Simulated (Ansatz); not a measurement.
Ir: strain energy, fitted

Ir, Fm-3m, a = 3.871 Å. Ansatz: PBE, PAW, 420 eV, Γ-centred 18×18×14 mesh on 2 atoms, Gaussian smearing 0.10 eV; no spin polarisation. Series: equal strain along all axes, cell held, atoms fixed by symmetry; x is the strain in per cent. y is the free energy over the unstrained cell, V0 = 14.497 Å³/atom.

```tsv
x (%)	y (meV/atom)
-3.0	144.31
-2.0	61.49
-1.0	14.73
0.0	0.00
1.0	13.65
2.0	?
3.0	113.03
```

Fit y = c2 x² + c3 x³ to the other rows, turn c2 into a modulus, and predict the missing energy.

Least squares on the rows shown. y = 14.288 x² − 0.57764 x³. In eV per unit strain² c2 is 142.9; the stiffness is B for this strain (E = 9/2 B V0 ε², shape held): 2 × 142.9 × 160.2 / (9 × 14.497) = 351 GPa. At x = 2.0 the fit asked for gives 52.53 meV/atom. The run gave 52.33 meV/atom, so the fit is 0.20 meV/atom too high, within twice the rms miss on the fitted rows (0.15 meV/atom).

Spin–orbit coupling is left out, which can shift energies with elements as heavy as these.